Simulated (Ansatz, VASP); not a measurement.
**Cross-check of BN between VASP and Ansatz**

One calculation is typed for both programs; each brings its own data sets. How far apart do they land? The cell is taken from a series of runs on this material, whose earlier steps may have relaxed, scaled, displaced or heated it; both programs get it as it stands.

Calculated with Ansatz 0.2.0; plane waves, with VASP 6.6.1 beside it; zone-centre phonons at r2SCAN.

## 1. The structure

Symmetry: P6_3/mmc, No. 194, hexagonal system. Conventional cell: a = 2.502 Å, b = 2.502 Å, c = 6.987 Å, α = 90.00°, β = 90.00°, γ = 120.00°. Nearest to B lie 3 N at 1.44 Å. Nearest to N lie 3 B at 1.44 Å. Farther neighbours and most contacts between anions are not listed.

Coordinates:

```cif
data_structure
_symmetry_space_group_name_H-M 'P 1'
_symmetry_Int_Tables_number 1
_cell_length_a 2.5015
_cell_length_b 2.5015
_cell_length_c 6.9874
_cell_angle_alpha 90.000
_cell_angle_beta 90.000
_cell_angle_gamma 120.000
_cell_volume 37.87
loop_
_atom_site_label
_atom_site_type_symbol
_atom_site_fract_x
_atom_site_fract_y
_atom_site_fract_z
_atom_site_occupancy
B1 B 0.33333 0.66667 0.25000 1
B2 B 0.66667 0.33333 0.75000 1
N3 N 0.33333 0.66667 0.75000 1
N4 N 0.66667 0.33333 0.25000 1
```

## 2. VASP: zone-centre phonons, r2SCAN

Second derivatives magnify differences that forces hide, and they need a tight electronic threshold.

Lines of VASP's logs that name or quote its potential files are left out, and so is its time.

Contents of INCAR:

```
SYSTEM = BN
PREC = Accurate
ENCUT = 660
EDIFF = 1E-08
NELM = 120
ISMEAR = 0
SIGMA = 0.01
LREAL = .FALSE.
ALGO = Normal
METAGGA = R2SCAN
LASPH = .TRUE.
NBANDS = 14
LORBIT = 11
LWAVE = .FALSE.
LCHARG = .FALSE.
ISIF = 2
IBRION = 6
NFREE = 2
POTIM = 0.015
NSW = 1
GGA_COMPAT = .FALSE.
EFERMI = MIDGAP
LMIXTAU = .TRUE.
KPAR = 2
```

Contents of POSCAR:

```
BN
1.0
    2.5015114777      0.0000000000      0.0000000000
   -1.2507557388      2.1663724875      0.0000000000
    0.0000000000      0.0000000000      6.9873656191
B N
2 2
Direct
    0.3333333333      0.6666666667      0.2500000000
    0.6666666667      0.3333333333      0.7500000000
    0.3333333333      0.6666666667      0.7500000000
    0.6666666667      0.3333333333      0.2500000000
```

Contents of KPOINTS:

```
Automatic mesh
0
Gamma
9 9 4
0 0 0
```

Potentials, in the order of the species: B and N (PBE family, release 64).

Started as:

```
$ mpirun -np 2 vasp_std
```

Numbers of over 12 decimals in the logs are rounded to 6 here.

Output:

```text
[banner, memory and clock lines left out]
running    2 mpi-ranks, on    1 nodes
 distrk:  each k-point on    1 cores,    2 groups
 distr:  one band on    1 cores,    1 groups

 POSCAR found type information on POSCAR B N
 POSCAR found :  2 types and       4 ions
|                                                                             |
|               ----> ADVICE to this user running VASP <----                  |
|                                                                             |
|     You enforced a specific xc type in the INCAR file but a different       |
|     [... a line on the potential file left out ...]
|     I HOPE YOU KNOW WHAT YOU ARE DOING!                                     |
|                                                                             |

 LDA part: xc-table for (None), standard interpolation
 POSCAR, INCAR and KPOINTS ok, starting setup
 FFT: planning ... GRIDC
 FFT: planning ... GRID_SOFT
 FFT: planning ... GRID
 WAVECAR not read
 entering main loop
       N       E                     dE             d eps       ncg     rms          rms(c)
DAV:   1     0.678460766936E+02    0.67846E+02   -0.93088E+03  1008   0.129E+03
DAV:   2    -0.414993784405E+02   -0.10935E+03   -0.97091E+02  1356   0.293E+02
DAV:   3    -0.467139355145E+02   -0.52146E+01   -0.51762E+01  1338   0.683E+01
DAV:   4    -0.467613984993E+02   -0.47463E-01   -0.47448E-01  1194   0.658E+00
DAV:   5    -0.467619465138E+02   -0.54801E-03   -0.54792E-03  1320   0.691E-01    0.110E+01
DAV:   6    -0.405192599749E+02    0.62427E+01   -0.52380E+00  1248   0.192E+01    0.575E+00
DAV:   7    -0.380968011292E+02    0.24225E+01   -0.75194E-01  1182   0.867E+00    0.291E+00
DAV:   8    -0.403555888821E+02   -0.22588E+01   -0.14773E+00  1110   0.108E+01    0.190E+00
DAV:   9    -0.388253449619E+02    0.15302E+01   -0.47932E-01  1008   0.811E+00    0.282E-01
DAV:  10    -0.385926438057E+02    0.23270E+00   -0.64277E-02  1056   0.285E+00    0.219E-01
DAV:  11    -0.385282331880E+02    0.64411E-01   -0.16516E-02  1038   0.135E+00    0.174E-01
DAV:  12    -0.384502417682E+02    0.77991E-01   -0.37505E-02  1014   0.189E+00    0.136E-01
DAV:  13    -0.385789430551E+02   -0.12870E+00   -0.37292E-02  1008   0.169E+00    0.750E-02
DAV:  14    -0.385985814703E+02   -0.19638E-01   -0.39739E-03  1056   0.799E-01    0.310E-02
[...]
DAV:  19    -0.386006154826E+02   -0.12498E-05   -0.30979E-07  1200   0.611E-03    0.126E-03
DAV:  20    -0.386006158858E+02   -0.40324E-06   -0.78041E-08  1104   0.354E-03    0.255E-04
DAV:  21    -0.386006157467E+02    0.13910E-06   -0.11344E-08   988   0.145E-03    0.182E-04
DAV:  22    -0.386006158720E+02   -0.12526E-06   -0.20192E-08  1050   0.150E-03    0.237E-04
DAV:  23    -0.386006158136E+02    0.58410E-07   -0.45326E-09   780   0.776E-04    0.175E-04
DAV:  24    -0.386006158686E+02   -0.55045E-07   -0.14127E-09   660   0.393E-04    0.766E-05
DAV:  25    -0.386006158326E+02    0.36034E-07   -0.87196E-10   624   0.328E-04    0.147E-05
DAV:  26    -0.386006158324E+02    0.19440E-09   -0.81658E-11   594   0.125E-04
   1 F= -.38600616E+02 E0= -.38600616E+02  d E =0.000000E+00
[... from here on, the cycles between the ionic steps are left out ...]
   2 F= -.38595919E+02 E0= -.38595919E+02  d E =0.000000E+00
   3 F= -.38595919E+02 E0= -.38595919E+02  d E =0.000000E+00
   4 F= -.38598989E+02 E0= -.38598989E+02  d E =0.000000E+00
   5 F= -.38598989E+02 E0= -.38598989E+02  d E =0.000000E+00
   6 F= -.38595917E+02 E0= -.38595917E+02  d E =0.000000E+00
   7 F= -.38595917E+02 E0= -.38595917E+02  d E =0.000000E+00
   8 F= -.38598979E+02 E0= -.38598979E+02  d E =0.000000E+00
 Finite differences progress:
  Degree of freedom:   4/  4
  Displacement:        1/  2
  Total:               7/  8
 bond charge predicted
       N       E                     dE             d eps       ncg     rms          rms(c)
DAV:   1    -0.385995915504E+02   -0.61233E-03   -0.34112E+00  1204   0.143E+01    0.240E-01
DAV:   2    -0.385913228444E+02    0.82687E-02   -0.22271E-02  1456   0.161E+00    0.167E-01
DAV:   3    -0.385859476620E+02    0.53752E-02   -0.16866E-02  1222   0.152E+00    0.721E-02
DAV:   4    -0.385919735021E+02   -0.60258E-02   -0.13637E-02  1216   0.133E+00    0.285E-02
DAV:   5    -0.385985216680E+02   -0.65482E-02   -0.40280E-03  1222   0.752E-01    0.135E-02
DAV:   6    -0.385989318783E+02   -0.41021E-03   -0.14343E-04  1474   0.139E-01    0.549E-03
DAV:   7    -0.385989681214E+02   -0.36243E-04   -0.23198E-05  1252   0.569E-02    0.289E-03
DAV:   8    -0.385989769477E+02   -0.88263E-05   -0.48237E-06  1312   0.319E-02    0.116E-03
DAV:   9    -0.385989789527E+02   -0.20050E-05   -0.16560E-06  1330   0.150E-02    0.615E-04
DAV:  10    -0.385989789731E+02   -0.20431E-07   -0.25609E-07  1360   0.602E-03    0.256E-04
DAV:  11    -0.385989791264E+02   -0.15335E-06   -0.14929E-07  1252   0.473E-03    0.152E-04
DAV:  12    -0.385989792178E+02   -0.91319E-07   -0.41994E-08  1300   0.251E-03    0.946E-05
DAV:  13    -0.385989792137E+02    0.40336E-08   -0.37617E-09  1190   0.864E-04
   9 F= -.38598979E+02 E0= -.38598979E+02  d E =0.000000E+00
 Finite differences progress:
  Degree of freedom:   4/  4
  Displacement:        2/  2
  Total:               8/  8
```

OUTCAR, selected parts (step 2):

```text
ion  position               nearest neighbor table
   1  0.333  0.667  0.250-   4 1.44   4 1.44   4 1.44
   2  0.667  0.333  0.750-   3 1.44   3 1.44   3 1.44
   3  0.333  0.667  0.750-   2 1.44   2 1.44   2 1.44
   4  0.667  0.333  0.250-   1 1.44   1 1.44   1 1.44

  LATTYP: Found a hexagonal cell.
 ALAT       =     2.5015114777
 C/A-ratio  =     2.7932574691

 Subroutine GETGRP returns: Found 24 space group operations
 (whereof 12 operations were pure point group operations)

The static configuration has the point symmetry D_3d.
 The point group associated with its full space group is D_6h.

 Found     36 irreducible k-points:

   k-points           NKPTS =     36   k-points in BZ     NKDIM =     36   number of bands    NBANDS=     14

   dimension x,y,z NGX =    24 NGY =   24 NGZ =   60
   dimension x,y,z NGXF=    48 NGYF=   48 NGZF=  120

   ENCUT  =  660.0 eV  48.51 Ry    6.96 a.u.   5.24  5.24 14.64*2*pi/ulx,y,z

   NELECT =      16.0000    total number of electrons

 k-points in reciprocal lattice and weights: Automatic mesh
   0.00000000  0.00000000  0.00000000       0.003
   0.11111111  0.00000000  0.00000000       0.019
   0.22222222  0.00000000  0.00000000       0.019
   0.33333333  0.00000000  0.00000000       0.019
   0.44444444  0.00000000  0.00000000       0.019
   0.11111111  0.11111111  0.00000000       0.019
   0.22222222  0.11111111  0.00000000       0.037
   0.33333333  0.11111111  0.00000000       0.037
   0.44444444  0.11111111  0.00000000       0.019
[...]
0.33333333  0.22222222  0.50000000       0.037
   0.33333333  0.33333333  0.50000000       0.006

 average (electrostatic) potential at core
       1 -30.9184       2 -30.9188       3 -68.2376       4 -68.2376

 E-fermi :   4.1626

 k-point     1 :       0.0000    0.0000    0.0000
  band No.  band energies     occupation
    ...
      4      -2.8600      2.00000
      5       0.2735      2.00000
      6       0.2735      2.00000
      7       0.2965      2.00000
      8       0.2965      2.00000
      9       6.9176      0.00000
     10      12.0011      0.00000
     11      13.9656      0.00000
     12      13.9656      0.00000
     13      14.0519      0.00000
    ...

 k-point     2 :       0.1111    0.0000    0.0000
  band No.  band energies     occupation
    ...
      4      -2.5448      2.00000
      5      -0.7349      2.00000
      6      -0.7182      2.00000
      7      -0.1892      2.00000
      8      -0.1616      2.00000
      9       7.3553      0.00000
     10      11.9454      0.00000
     11      13.6621      0.00000
     12      13.9425      0.00000
     13      14.9336      0.00000
    ...

 k-point     3 :       0.2222    0.0000    0.0000
  band No.  band energies     occupation
    ...
      4      -3.0418      2.00000
      5      -3.0119      2.00000
      6      -1.6359      2.00000
      7      -1.1731      2.00000
      8      -1.1386      2.00000
      9       8.4821      0.00000
     10      11.3415      0.00000
     11      12.5728      0.00000
     12      13.1037      0.00000
     13      13.7627      0.00000
    ...

  Total        0.0999018      0.0999018     -0.1071881      0.0000000      0.0000000     -0.0000000
  in kB        4.2270238      4.2270238     -4.5353210      0.0000000      0.0000000     -0.0000000
  external PRESSURE =       1.3062422 kB  Pullay stress =       0.0000000 kB

  energy-cutoff  :      660.00
  volume of cell :       37.87
      direct lattice vectors                 reciprocal lattice vectors
     2.501511478  0.000000000  0.000000000     0.399758310  0.230800568  0.000000000
    -1.250755739  2.166372487  0.000000000     0.000000000  0.461601135  0.000000000
     0.000000000  0.000000000  6.987365619     0.000000000  0.000000000  0.143115454

 POSITION                                       TOTAL-FORCE (eV/Angst)
 -----------------------------------------------------------------------------------
     -0.00000      1.44425      1.74684        -0.000000      0.000000      0.011797
      1.25076      0.72212      5.24052        -0.000000      0.000000     -0.215089
     -0.00000      1.44425      5.22552         0.000000     -0.000000      0.218089
      1.25076      0.72212      1.74684         0.000000     -0.000000     -0.014796
 -----------------------------------------------------------------------------------
    total drift:                                0.000000     -0.000000      0.000534

  FREE ENERGIE OF THE ION-ELECTRON SYSTEM (eV)
  ---------------------------------------------------
  free  energy   TOTEN  =       -38.5989792137 eV

  energy  without entropy=      -38.5989792137  energy(sigma->0) =      -38.59897921

 Eigenvectors and eigenvalues of the dynamical matrix
 ----------------------------------------------------

   1 f  =   40.898571 THz   256.973302 2PiTHz 1364.229490 cm-1   169.142823 meV
             X         Y         Z           dx          dy          dz
     -0.000000  1.444248  1.746841    -0.486910   -0.211947   -0.000000
      1.250756  0.722124  5.240524     0.486910    0.211947   -0.000000
     -0.000000  1.444248  5.240524    -0.428102   -0.186349   -0.000000
      1.250756  0.722124  1.746841     0.428102    0.186349    0.000000

   2 f  =   40.898571 THz   256.973302 2PiTHz 1364.229490 cm-1   169.142823 meV
             X         Y         Z           dx          dy          dz
     -0.000000  1.444248  1.746841    -0.211947    0.486910    0.000000
      1.250756  0.722124  5.240524     0.211947   -0.486910    0.000000
     -0.000000  1.444248  5.240524    -0.186349    0.428102    0.000000
      1.250756  0.722124  1.746841     0.186349   -0.428102    0.000000

   3 f  =   40.896921 THz   256.962930 2PiTHz 1364.174430 cm-1   169.135997 meV
             X         Y         Z           dx          dy          dz
     -0.000000  1.444248  1.746841     0.487052    0.212013   -0.000000
      1.250756  0.722124  5.240524     0.487052    0.212013    0.000000
     -0.000000  1.444248  5.240524    -0.427937   -0.186280   -0.000000
      1.250756  0.722124  1.746841    -0.427937   -0.186280   -0.000000

   4 f  =   40.896921 THz   256.962930 2PiTHz 1364.174430 cm-1   169.135997 meV
             X         Y         Z           dx          dy          dz
     -0.000000  1.444248  1.746841     0.212013   -0.487052    0.000000
      1.250756  0.722124  5.240524     0.212013   -0.487052    0.000000
     -0.000000  1.444248  5.240524    -0.186280    0.427937    0.000000
      1.250756  0.722124  1.746841    -0.186280    0.427937    0.000000

   5 f  =   24.739182 THz   155.440867 2PiTHz  825.210300 cm-1   102.312991 meV
             X         Y         Z           dx          dy          dz
     -0.000000  1.444248  1.746841     0.000000    0.000000    0.530539
      1.250756  0.722124  5.240524    -0.000000   -0.000000   -0.530539
     -0.000000  1.444248  5.240524    -0.000000   -0.000000    0.467470
      1.250756  0.722124  1.746841     0.000000    0.000000   -0.467470

   6 f  =   23.299004 THz   146.391961 2PiTHz  777.171125 cm-1    96.356896 meV
             X         Y         Z           dx          dy          dz
     -0.000000  1.444248  1.746841     0.000000   -0.000000   -0.531127
      1.250756  0.722124  5.240524    -0.000000    0.000000   -0.531127
     -0.000000  1.444248  5.240524    -0.000000    0.000000    0.466803
      1.250756  0.722124  1.746841     0.000000   -0.000000    0.466803

   7 f  =    2.501344 THz    15.716406 2PiTHz   83.435846 cm-1    10.344722 meV
             X         Y         Z           dx          dy          dz
     -0.000000  1.444248  1.746841    -0.000000   -0.000000   -0.467470
      1.250756  0.722124  5.240524     0.000000    0.000000    0.467470
     -0.000000  1.444248  5.240524     0.000000    0.000000    0.530539
      1.250756  0.722124  1.746841    -0.000000   -0.000000   -0.530539

   8 f  =    1.111511 THz     6.983832 2PiTHz   37.076028 cm-1     4.596839 meV
             X         Y         Z           dx          dy          dz
     -0.000000  1.444248  1.746841    -0.427974   -0.186642    0.000000
      1.250756  0.722124  5.240524     0.427974    0.186642   -0.000000
     -0.000000  1.444248  5.240524     0.486765    0.212280   -0.000000
      1.250756  0.722124  1.746841    -0.486765   -0.212280    0.000000

   9 f  =    1.111511 THz     6.983832 2PiTHz   37.076028 cm-1     4.596839 meV
             X         Y         Z           dx          dy          dz
     -0.000000  1.444248  1.746841     0.186642   -0.427974   -0.000000
      1.250756  0.722124  5.240524    -0.186642    0.427974   -0.000000
     -0.000000  1.444248  5.240524    -0.212280    0.486765   -0.000000
      1.250756  0.722124  1.746841     0.212280   -0.486765   -0.000000

  10 f/i=    0.002177 THz     0.013676 2PiTHz    0.072602 cm-1     0.009002 meV
             X         Y         Z           dx          dy          dz
     -0.000000  1.444248  1.746841     0.000000   -0.000000   -0.466803
      1.250756  0.722124  5.240524     0.000000   -0.000000   -0.466803
     -0.000000  1.444248  5.240524     0.000000   -0.000000   -0.531127
      1.250756  0.722124  1.746841     0.000000   -0.000000   -0.531127

  11 f/i=    0.002300 THz     0.014454 2PiTHz    0.076733 cm-1     0.009514 meV
             X         Y         Z           dx          dy          dz
     -0.000000  1.444248  1.746841     0.432729    0.174860    0.000000
      1.250756  0.722124  5.240524     0.432729    0.174860    0.000000
     -0.000000  1.444248  5.240524     0.492506    0.199016    0.000000
      1.250756  0.722124  1.746841     0.492506    0.199016    0.000000

  12 f/i=    0.002300 THz     0.014454 2PiTHz    0.076733 cm-1     0.009514 meV
             X         Y         Z           dx          dy          dz
     -0.000000  1.444248  1.746841    -0.174860    0.432729   -0.000000
      1.250756  0.722124  5.240524    -0.174860    0.432729   -0.000000
     -0.000000  1.444248  5.240524    -0.199016    0.492506   -0.000000
      1.250756  0.722124  1.746841    -0.199016    0.492506   -0.000000

 ELASTIC MODULI CONTR FROM IONIC RELAXATION (kBar)
 Direction    XX          YY          ZZ          XY          YZ          ZX
 --------------------------------------------------------------------------------
 XX        -301.4036    301.4036     -0.0000     -0.0000     -0.0000     -0.0000
 YY         301.4036   -301.4036      0.0000     -0.0000      0.0000      0.0000
 ZZ          -0.0000      0.0000     -0.0000      0.0000      0.0000      0.0000
 XY          -0.0000     -0.0000      0.0000   -301.4036     -0.0000     -0.0000
 YZ          -0.0000      0.0000      0.0000     -0.0000     -0.0000     -0.0000
 ZX          -0.0000      0.0000      0.0000     -0.0000     -0.0000     -0.0000
 --------------------------------------------------------------------------------

 total charge
# of ion       s       p       d       tot
------------------------------------------
    1        0.746   1.406   0.000   2.151
    2        0.746   1.406   0.000   2.151
    3        1.235   2.819   0.000   4.054
    4        1.235   2.819   0.000   4.054
--------------------------------------------------
tot          3.961   8.449   0.000  12.410

[... 3 further parts left out ...]
```

CONTCAR:

```
BN
   1.00000000000000
     2.5015114776999998    0.0000000000000000    0.0000000000000000
    -1.2507557387999999    2.1663724874999999    0.0000000000000000
     0.0000000000000000    0.0000000000000000    6.9873656191000002
  B               N
     2     2
Direct
     0.3333333332999970    0.6666666667000030    0.2500000000000000
     0.6666666667000030    0.3333333332999970    0.7500000000000000
     0.3333333332999970    0.6666666667000030    0.7478532681960999
     0.6666666667000030    0.3333333332999970    0.2500000000000000
```

Levels, forces or a CONTCAR printed for this step are those of its last displaced cell, not of the structure at rest.

(Continued in part 2 of 2.)

[Lines on the potential files, build, host, timing and source positions are cut from VASP's logs without a mark.]

[Logs are printed without paths, hosts, clocks, repeated set-up lines and the standing remarks that a program may print on its own settings, such as how far it seeks lower states.]

[Hosts, paths, dates, database ids (printed as entryN), source tags and the programs' standing remarks are cut or masked in the printed files.]
